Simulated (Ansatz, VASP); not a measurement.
## One calculation of K3HO, two programs

INCAR

```
SYSTEM = K3HO
ALGO = Fast
EDIFF = 1E-7
ENCUT = 520
GGA = PE
ISIF = 2
ISMEAR = 0
LASPH = .TRUE.
LCHARG = .FALSE.
LREAL = .FALSE.
LWAVE = .FALSE.
NBANDS = 25
NELM = 60
PREC = Accurate
SIGMA = 0.05
```

Contents of KPOINTS:

```
k-points
0
G
  4 4 4
  0 0 0
```

POSCAR

```
K3HO
1.0
    5.5600000000      0.0000000000      0.0000000000
    0.0000000000      5.5600000000      0.0000000000
    0.0000000000      0.0000000000      5.5600000000
H O K
1 1 3
Direct
    0.0000000000      0.0000000000      0.0000000000
    0.5000000000      0.5000000000      0.5000000000
    0.5000000000      0.5000000000      0.0000000000
    0.5000000000      0.0000000000      0.5000000000
    0.0000000000      0.5000000000      0.5000000000
```

Input for Ansatz:

```yaml
crystal:
  lattice:
    - [5.56, 0.0, 0.0]
    - [0.0, 5.56, 0.0]
    - [0.0, 0.0, 5.56]
  atoms:
    - { symbol: H, position: [0.0, 0.0, 0.0] }
    - { symbol: O, position: [0.5, 0.5, 0.5] }
    - { symbol: K, position: [0.5, 0.5, 0.0] }
    - { symbol: K, position: [0.5, 0.0, 0.5] }
    - { symbol: K, position: [0.0, 0.5, 0.5] }
basis:
  ecutwfc: 420
kpoints:
  mp_grid: { grid: [4, 4, 4] }
hamiltonian:
  xc: pbe
scf:
  occupations: { method: gaussian, width: 0.05 }
output:
  forces: true
  stress: true
  eigenvalues: true
```

The cell comes from a database or a generator and needn't be the stable form of this composition.

Alike in both runs: task single point; functional PBE; k mesh 4 × 4 × 4; occupations gaussian, width 0.05 eV; no spin polarisation.

```csv
,VASP,Ansatz
version,VASP 6.6.1,Ansatz 0.2.0
potentials or method,"VASP PAW PBE potentials, release 64 (H, O, K_sv)","scalar-relativistic, plane waves, PAW"
plane-wave cutoff (eV),520,420
valence electrons in the cell,34,34
```

Ansatz gave:

- gap on the k mesh at the Fermi level (eV): 1.54
- least direct gap on the mesh (eV): 1.59
- pressure (GPa): -2.4

Q: Which values does VASP return?

A: gap on the k mesh at the Fermi level (eV): 1.53; least direct gap on the mesh (eV): 1.58; pressure (GPa): -2.4.

A k mesh can miss the band edges. Expect the measured gap to be larger: semilocal functionals such as PBE lack the derivative discontinuity.
